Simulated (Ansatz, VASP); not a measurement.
**Two plane-wave programs on V**

File INCAR:

```
  PREC = Accurate
  ENCUT = 520
  EDIFF = 1E-6
  ISMEAR = 0
  SIGMA = 0.1
  LREAL = False
  LASPH = True
  NELM = 150
  ALGO = Normal
  ISIF = 2
  LWAVE = False
  LCHARG = False
  ISPIN = 2
  MAGMOM = 2 2 2 2
  LORBIT = 11
  LMAXMIX = 4
  GGA = PS
  NBANDS = 38
```

File KPOINTS:

```
Automatic mesh
0
Gamma
  9 9 2
```

Contents of POSCAR:

```
V
1.0
    2.9379386628      0.0000000000      0.0000000000
   -1.4689693314      2.5443295167      0.0000000000
    0.0000000000      0.0000000000      8.0017028620
V
4
Direct
    0.0000000000      0.0000000000      0.2500000000
    0.0000000000      0.0000000000      0.7500000000
    0.3333333333      0.6666666667      0.7500000000
    0.6666666667      0.3333333333      0.2500000000
```

Input for Ansatz:

```yaml
crystal:
  lattice:
    - [2.9379386628, 0.0, 0.0]
    - [-1.4689693314, 2.5443295167, 0.0]
    - [0.0, 0.0, 8.001702862]
  atoms:
    - { symbol: V, position: [0.0, 0.0, 0.25], spin: 2.0 }
    - { symbol: V, position: [0.0, 0.0, 0.75], spin: 2.0 }
    - { symbol: V, position: [0.3333333333, 0.6666666667, 0.75], spin: 2.0 }
    - { symbol: V, position: [0.6666666667, 0.3333333333, 0.25], spin: 2.0 }
basis:
  ecutwfc: 420
kpoints:
  mp_grid: { grid: [9, 9, 2] }
hamiltonian:
  xc: pbesol
scf:
  occupations: { method: gaussian, width: 0.1 }
  lower_state_search: "off"
output:
  forces: true
  stress: true
  eigenvalues: true
  populations: true
magnetization:
  spin_polarized: true
```

Alike in both runs: task single point; functional PBEsol; k mesh 9 × 9 × 2; occupations gaussian, width 0.1 eV; collinear spin.

|  | VASP | Ansatz |
| --- | --- | --- |
| version | VASP 6.6.1 | Ansatz 0.2.0 |
| potentials or method | VASP PAW PBE potentials, release 64 (V_sv) | scalar-relativistic, plane waves, PAW |
| plane-wave cutoff (eV) | 520 | 420 |
| valence electrons in the cell | 52 | 52 |

|  | VASP | Ansatz | Ansatz less VASP |
| --- | --- | --- | --- |
| gap on the k mesh at the Fermi level (eV) | none | none | - |
| net moment per atom (μB) | 0.00 | 0.00 | 0.000 |

A gap of «none» marks a metal or a gap that the smearing closes. Ansatz warned: «seeded_moment_not_kept».

Caveats: the k mesh is coarse (spacing up to 0.39 Å⁻¹), so the values aren't converged.
